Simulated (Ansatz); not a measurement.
**Tin, fcc under r²SCAN: ground state and equation of state**

The plan for tin in the fcc structure: relax it, solve it on a dense k-mesh, switch on spin-orbit coupling, then scale the cell to 7 volumes from 88 to 112 % of the relaxed one and try a fit of the equation of state. The k-meshes are 11×11×11 for the relaxation; 19×19×19 for the dense run; 11×11×11 for spin-orbit coupling; 13×13×13 for the volumes.

Method: DFT r2SCAN, plane waves (500 eV) with PAW, scalar-relativistic; PAW files made under PBE, frozen cores solved again for the functional, in Ansatz 0.2.0.

## Step 1: Starting point

Symmetry: Fm-3m, No. 225, cubic system. The conventional cell has a = 4.822 Å, b = 4.822 Å, c = 4.822 Å, α = 90.00°, β = 90.00°, γ = 90.00°. Sn (site symmetry m-3m) is surrounded by 12 Sn at 3.41 Å.

Structure file:

```cif
data_structure
_symmetry_space_group_name_H-M 'Fm-3m'
_symmetry_Int_Tables_number 225
_cell_length_a 4.8223
_cell_length_b 4.8223
_cell_length_c 4.8223
_cell_angle_alpha 90.000
_cell_angle_beta 90.000
_cell_angle_gamma 90.000
_cell_volume 112.14
loop_
_atom_site_label
_atom_site_type_symbol
_atom_site_symmetry_multiplicity
_atom_site_Wyckoff_symbol
_atom_site_fract_x
_atom_site_fract_y
_atom_site_fract_z
_atom_site_occupancy
Sn1 Sn 4 a 0.00000 0.00000 0.00000 1
```

## Step 2: Relaxation of the cell

input.yaml

```yaml
crystal:
  lattice:
    - [0.0, 2.4111428816, 2.4111428816]
    - [2.4111428816, 0.0, 2.4111428816]
    - [2.4111428816, 2.4111428816, 0.0]
  atoms:
    - { symbol: Sn, position: [0.0, 0.0, 0.0] }
hamiltonian:
  xc: r2scan
  pseudopotentials:
    kind: paw
    azcp:
      Sn: "pseudopotentials/Sn.paw.azcp"
basis:
  ecutwfc: 500
  fft_grid_basis: typed
kpoints:
  mp_grid: { grid: [11, 11, 11], shift: [0, 0, 0] }
magnetization:
  spin_polarized: false
scf:
  occupations: { method: fermi_dirac, width: 0.1 }
relax:
  max_steps: 60
  f_tol: 0.01
  cell: {}
```

The run is started by

```
> ansatz run input.yaml --threads 1 --pin off --max-ram 3584MiB --backend cpu --events-out ev --progress --plain --runs-dir out
```

The runs that follow: Dense single point; A two-component run at the same geometry; Volume × 0.88; Volume × 0.92; Volume × 0.96; Volume × 1.0; Volume × 1.04; Volume × 1.08; Volume × 1.12.

Before running it: what results should come out? Wanted: space group; conventional cell; volume; shortest distance; gap on the mesh; relative to alpha-Sn; V₀, B₀, B₀′.

**Answer**, as computed:

```
                      quantity                         value
space group (spins left aside)               Fm-3m (No. 225)
             conventional cell                   a = 4.781 Å
                        volume                27.328 Å³/atom
             shortest distance                       3.381 Å
               gap on the mesh  none (levels filled in part)
relative to alpha-Sn (diamond)                 +243 meV/atom
                   V₀, B₀, B₀′   27.285 Å³/atom, 50 GPa, 4.7
```

**Reading.** From the guessed start the volume shrank by 2.5 % in 4 steps. Against the reference form of tin (alpha-Sn (diamond), computed apart with the same settings) it stands 243 meV/atom higher, so it is far from stable. No gap shows: it is a metal or semimetal at this level. Totals with and without spin-orbit coupling (+10.2 eV/atom apart) can't be read as binding, since the two-component data shift the zero of energy. The fitted modulus is 50 GPa. Relaxation kept the symmetry; phonons were not checked.
